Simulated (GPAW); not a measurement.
A run of GPAW 26.7.0 is set up as follows.

Contents of run.py:

```python
from ase.dft.bandgap import bandgap
from ase.io import read, write
from ase.units import GPa
from gpaw import GPAW, PW

atoms = read('POSCAR')

calc = GPAW(mode=PW(600),
            xc='PBE',
            kpts={'size': (9, 9, 9), 'gamma': True},
            occupations={'name': 'methfessel-paxton', 'order': 0, 'width': 0.020999999999999998},
            nbands=15,
            convergence={'density': 1e-05, 'energy': 1e-05},
            maxiter=150,
            txt='gpaw.txt')
atoms.calc = calc
energy = atoms.get_potential_energy()
forces = atoms.get_forces()
stress = atoms.get_stress()
calc.write('gs.gpw')
write('result.traj', atoms)
print(f'Energy: {energy:.6f} eV')
print('Forces (eV/A):')
print(forces.round(4))
print('Stress (GPa):', (stress / GPa).round(3))
print('Fermi level:', round(calc.get_fermi_level(), 4), 'eV')
print(f'Gap: {bandgap(calc)[0]:.4f} eV, direct: {bandgap(calc, direct=True)[0]:.4f} eV')
```

File POSCAR:

```
Bi
1.0
   -1.9814305318      1.9814305318      1.9814305318
    1.9814305318     -1.9814305318      1.9814305318
    1.9814305318      1.9814305318     -1.9814305318
Bi
1
Direct
    0.0000000000      0.0000000000      0.0000000000
```

Potentials or basis: GPAW PAW data sets (gpaw-data 1.2.1), pw.

Launch:

```console
$ OMP_NUM_THREADS=1 python run.py
```

Q: Predict the pressure.

A: 0.7 GPa.

Q: Estimate the band gap on the k mesh.

A: None (metal or under the smearing width).

Caveat: spin-orbit coupling is left out, which moves the levels of the heavy elements.
